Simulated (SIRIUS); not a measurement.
The system is MgSe.

```
CELL_PARAMETERS angstrom
0.00000 2.72550 2.72550
2.72550 0.00000 2.72550
2.72550 2.72550 0.00000
ATOMIC_POSITIONS crystal
Se 0.50000 0.50000 0.50000
Mg 0.00000 0.00000 0.00000
```

Base run:

```yaml
Program: SIRIUS 7.12.0
Functional: PBEsol
Potentials_or_basis: all-electron FP-LAPW
Cutoff: 167 eV
Basis: apw+lo standard
k_mesh: 8 × 8 × 8
Occupations: fermi-dirac, width 0.05 eV
Spin: no spin polarisation
```

Its results: band gap on the k mesh 1.78 eV, indirect (least direct gap 2.50 eV).

Problem. The run is repeated on the same cell with these changes: functional from PBEsol to LDA. What comes out?

Solution. Band gap on the k mesh 1.66 eV, indirect (least direct gap 2.38 eV).
